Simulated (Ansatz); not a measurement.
**AlRu: moving Al off its site**

AlRu, Pm-3m, a = 2.976 Å. The structure is a COD entry; whether it is the stable form wasn't checked. Ansatz: PBEsol, PAW, 420 eV, Γ-centred 14×14×14 mesh on 8 atoms, Gaussian smearing 0.15 eV; no spin polarisation.

```
CELL_PARAMETERS angstrom
-2.97641 2.97641 2.97641
2.97641 -2.97641 2.97641
2.97641 2.97641 -2.97641
ATOMIC_POSITIONS crystal
Al 0.50000 0.50000 0.00000
Al 0.00000 0.00000 0.00000
Al 0.00000 0.50000 0.50000
Al 0.50000 0.00000 0.50000
Ru 0.50000 0.50000 0.50000
Ru 0.00000 0.00000 0.50000
Ru 0.00000 0.50000 0.00000
Ru 0.50000 0.00000 0.00000
```

Atom 1 (Al) moves by x along the unit vector (0.000, 0.000, 1.000), with its periodic images; all else is held. y is the free energy of the cell over the start, F the force along the path summed over the moved atoms.

```
 x (Å) y (meV) F (eV/Å)
-0.600        ?         ?
-0.360    597.7      3.39
-0.120     65.2      1.09
 0.000      0.0      0.00
 0.240    262.7     -2.21
 0.480   1079.2     -4.66
```

Fit y = c2 x² + c3 x³ + c4 x⁴ to the energies of the other rows, give the force constant, and predict energy and force of the missing row.

Least squares on the rows shown. y = 4519.5 x² + 0.26003 x³ + 713.69 x⁴. The force constant is 2 c2 = 9.04 eV/Å² (for all images moving together, not for a lone atom). The force −dy/dx at the missing row is 6.04 eV/Å (computed 6.07). At x = -0.600 the fit asked for gives 1719.5 meV. The run gave 1720.8 meV, so the fit is 1.3 meV too low, a small miss on the scale of the series. The form still works here, 29 % of the fitted range beyond its end.